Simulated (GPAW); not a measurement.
The system is ZnSe (Stilleite).

```
CELL_PARAMETERS angstrom
0.00000 2.83380 2.83380
2.83380 0.00000 2.83380
2.83380 2.83380 0.00000
ATOMIC_POSITIONS crystal
Se 0.75000 0.75000 0.75000
Zn 0.00000 0.00000 0.00000
```

Program: GPAW 26.7.0. Alike in all runs: task single point; no spin polarisation; cell as given; smearing fermi-dirac 0.05 eV.

Question: Order these runs on this cell by their band gap on the k mesh, lowest first.
A. level LDA; potentials or basis the program's PAW data sets (release 1.2.1) made for this functional, pw; k mesh 7 × 7 × 7; cutoff (eV) 500; maxiter 120; convergence default
B. level PBE0; potentials or basis GPAW PAW data sets (gpaw-data 1.2.1), pw; k mesh 6 × 6 × 6; cutoff (eV) 450; maxiter 60; ranks 8
C. level HSE06; potentials or basis GPAW PAW data sets (gpaw-data 1.2.1), pw; k mesh 6 × 6 × 6; cutoff (eV) 450; maxiter 60; ranks 8

Answer: A (1.04 eV), C (2.29 eV), B (3.03 eV).

Runs at the PBE level aren't shown here.
